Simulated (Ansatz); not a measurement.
The system is FeO (Wuestite).

```
Fe O
1.0
     0.00000    2.15540    2.15540
     2.15540    0.00000    2.15540
     2.15540    2.15540    0.00000
Fe O
1 1
Direct
  0.00000 0.00000 0.00000
  0.50000 0.50000 0.50000
```

Base run:

```yaml
Program: Ansatz 0.2.0
Functional: PBE
Potentials_or_basis: all-electron LAPW, scalar-relativistic
Cutoff: 349 eV
Density_cutoff: 1397 eV
Basis_error_allowed: 0.001 eV/atom
k_mesh: 11 × 11 × 11
Occupations: fermi-dirac, width 0.05 eV
Spin: collinear spin, ferromagnetic start
Starting_moments: "[3.0, 0.0] μB"
```

Its results: pressure -0.3 GPa; net moment 4.00 μB per cell; site moments Fe +3.62; O +0.32 μB.

Problem. The run is repeated on the same cell with these changes: functional from PBE to PBEsol. What comes out?

Solution. Pressure -8.6 GPa; net moment 4.00 μB per cell; site moments Fe +3.62; O +0.32 μB.

PBEsol binds more tightly than PBE, so the same cell stands under less pressure.

Caveats: a cell with one magnetic atom can't hold antiferromagnetic order, which such compounds often take.

Not every run made on this cell is shown here.
